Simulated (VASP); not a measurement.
The system is SnO.

```
CELL_PARAMETERS angstrom
3.81370 0.00000 0.00000
0.00000 3.81370 0.00000
0.00000 0.00000 4.88691
ATOMIC_POSITIONS crystal
Sn 0.50000 0.00000 0.76463
Sn 0.00000 0.50000 0.23537
O 0.00000 0.00000 0.00000
O 0.50000 0.50000 0.00000
```

The cell is a database's computed one.

* Program: VASP 6.6.1
* Task: relaxation of cell and atoms
* Functional: vdW-DF2
* Potentials or basis: VASP PAW PBE potentials, release 64 (Sn_d, O)
* Cutoff: 600 eV
* k mesh: 7 × 7 × 6
* Occupations: fermi-dirac, width 0.05 eV
* Spin: no spin polarisation

At the start: pressure 10.6 GPa; volume 17.77 Å³/atom.

Question: Where does the relaxation end?

Answer: Over 14 steps the energy falls by 73.5 meV/atom and the volume is 21.36 Å³/atom (+20.2 %); space group P4/nmm (No. 129, to 0.05 Å).

Step by step:
| step | energy change (eV) | largest force (eV/Å) | pressure (GPa) | volume (Å³) |
| --- | --- | --- | --- | --- |
| 1 | 0.0000 | 0.9762 | 10.64 | 71.08 |
| 2 | -0.0802 | 1.5804 | -5.21 | 83.92 |
| 3 | -0.2259 | 0.5915 | 0.56 | 77.72 |
| 4 | -0.2522 | 0.3418 | 0.32 | 78.99 |
| 5 | -0.2628 | 0.0648 | 0.08 | 80.53 |
| 6 | -0.2705 | 0.0257 | 0.21 | 80.97 |
| 7 | -0.2851 | 0.0967 | 0.69 | 82.24 |
| 8 | -0.2799 | 0.3706 | 1.86 | 84.64 |
| 9 | -0.2877 | 0.2403 | 1.25 | 83.39 |
| 10 | -0.2917 | 0.1435 | 0.81 | 84.13 |
| 11 | -0.2940 | 0.0331 | 0.01 | 85.51 |
| 12 | -0.2940 | 0.0120 | 0.10 | 85.34 |
| 13 | -0.2941 | 0.0096 | 0.08 | 85.36 |
| 14 | -0.2942 | 0.0032 | 0.01 | 85.42 |

Final structure:
```
CELL_PARAMETERS angstrom
3.96234 0.00000 0.00000
0.00000 3.96234 0.00000
0.00000 0.00000 5.44094
ATOMIC_POSITIONS crystal
Sn 0.50000 0.00000 0.78351
Sn 0.00000 0.50000 0.21649
O 0.00000 0.00000 0.00000
O 0.50000 0.50000 0.00000
```

Caveat: the volume moved by over 15 % at a fixed basis, so the end points are rough; the PAW data sets were made with another functional, which shifts forces and pressure a little.
